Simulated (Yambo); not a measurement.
**Sb: G0W0 quasiparticle levels with PBEsol**

Sb:

```
Sb
1.0
    -1.55523    1.55523    2.67529
     1.55523   -1.55523    2.67529
     1.55523    1.55523   -2.67529
Sb
1
Cartesian
  0.0000 0.0000 0.0000
```

This isn't the form of Sb at room conditions, which is rhombohedral.

The cell isn't the ideal one: cell squeezed.

| Item | Value |
| --- | --- |
| Program | Yambo 5.3.0 |
| Task | G0W0 quasiparticle levels |
| Functional | PBEsol |
| Potentials or basis | PseudoDojo 0.4.1 SR PBEsol standard |
| Cutoff | 1088 eV |
| Density cutoff | 4354 eV |
| k mesh | 4 × 4 × 4 |
| Occupations | fermi-dirac, width 0.05 eV |
| Spin | no spin polarisation |
| k mesh of the self-consistent run | 12 × 12 × 12 |
| Random integration of the Coulomb term | yes |
| Direction of the field or of q to 0 | x + y + z |
| Broadening | 0.1 eV |
| States corrected | Γ and the k points of the band edges |
| Frequency dependence of W | plasmon pole |
| Terminator of the band sum in the self-energy | Bruneval-Gonze |
| Quasiparticle equation | linearised (Newton) |
| Imaginary frequency of the plasmon-pole fit | 27.2114 eV |
| Bands in the response | 158 |
| Bands in the self-energy | 158 |
| Cutoff of the response matrix | 6 Ry |
| Cutoff of exchange and Vxc | 80 Ry |
| Bands corrected (first, last) | [5, 11] |

```yaml
Band_gap_on_the_k_mesh_mean-field_level: none (metal or under the smearing width)
```

Quasiparticle terms (eV):
| k point | band | Kohn-Sham level | Vxc | Σx | Σc | Z | result |
| --- | --- | --- | --- | --- | --- | --- | --- |
| (0.000, 0.000, 0.000) | 5 | -29.21 | -26.11 | -30.07 | 7.41 | 0.05 | -28.81 |
| (0.000, 0.000, 0.000) | 6 | -13.34 | -11.64 | -18.65 | 6.92 | 0.63 | -13.39 |
| (0.000, 0.000, 0.000) | 7 | 4.87 | -12.73 | -8.97 | -4.66 | 0.75 | 4.20 |
| (0.000, 0.000, 0.000) | 8 | 5.67 | -12.59 | -8.54 | -4.89 | 0.75 | 5.05 |
| (0.000, 0.000, 0.000) | 9 | 5.67 | -12.59 | -8.54 | -4.89 | 0.75 | 5.05 |
| (0.000, 0.000, 0.000) | 10 | 10.10 | -11.80 | -5.45 | -6.09 | 0.75 | 10.31 |
| (0.000, 0.000, 0.000) | 11 | 10.90 | -9.31 | -3.29 | -6.37 | 0.74 | 10.64 |
| (0.000, 0.250, 0.250) | 5 | -29.18 | -26.14 | -30.13 | 7.07 | 0.22 | -27.99 |
| (0.000, 0.250, 0.250) | 6 | -8.55 | -12.62 | -17.26 | 4.15 | 0.69 | -8.88 |
| (0.000, 0.250, 0.250) | 7 | -4.46 | -10.95 | -13.89 | 2.11 | 0.75 | -5.09 |
| (0.000, 0.250, 0.250) | 8 | 0.04 | -11.58 | -9.79 | -2.47 | 0.77 | -0.49 |
| (0.000, 0.250, 0.250) | 9 | 0.95 | -11.60 | -8.98 | -3.32 | 0.77 | 0.42 |
| (0.000, 0.250, 0.250) | 10 | 5.50 | -10.14 | -5.23 | -5.07 | 0.77 | 5.38 |
| (0.000, 0.250, 0.250) | 11 | 9.39 | -11.01 | -5.12 | -6.25 | 0.78 | 9.11 |
| (-0.500, -0.500, -0.500) | 5 | -29.20 | -26.13 | -30.09 | 7.74 | 0.19 | -28.40 |
| (-0.500, -0.500, -0.500) | 6 | -9.41 | -12.90 | -17.93 | 4.63 | 0.71 | -9.70 |
| (-0.500, -0.500, -0.500) | 7 | -5.98 | -10.26 | -14.25 | 3.18 | 0.73 | -6.57 |
| (-0.500, -0.500, -0.500) | 8 | 2.16 | -11.53 | -8.67 | -3.62 | 0.77 | 1.58 |
| (-0.500, -0.500, -0.500) | 9 | 2.16 | -11.53 | -8.67 | -3.62 | 0.77 | 1.58 |
| (-0.500, -0.500, -0.500) | 10 | 6.04 | -10.93 | -5.91 | -4.87 | 0.78 | 6.16 |

Run time: 7.9 min on 1 thread of Intel(R) Xeon(R) Platinum 8259CL CPU @ 2.50GHz (Skylake/Cascade Lake), with other jobs on the host.

Caveat: the k mesh is coarse (spacing up to 0.71 Å⁻¹), so the values aren't converged; the potentials hold a filled d shell without the s and p states of that shell, which can shift GW gaps by tenths of an eV, either way; the plasmon-pole model is rough for a metal; the ground state has no gap, which makes the many-body step unreliable; this version prints the column dSc/dw multiplied by 27.2; the terminator is approximate in this version, by hundredths of an eV. Spin-orbit coupling is left out, which matters for the levels of Sb.
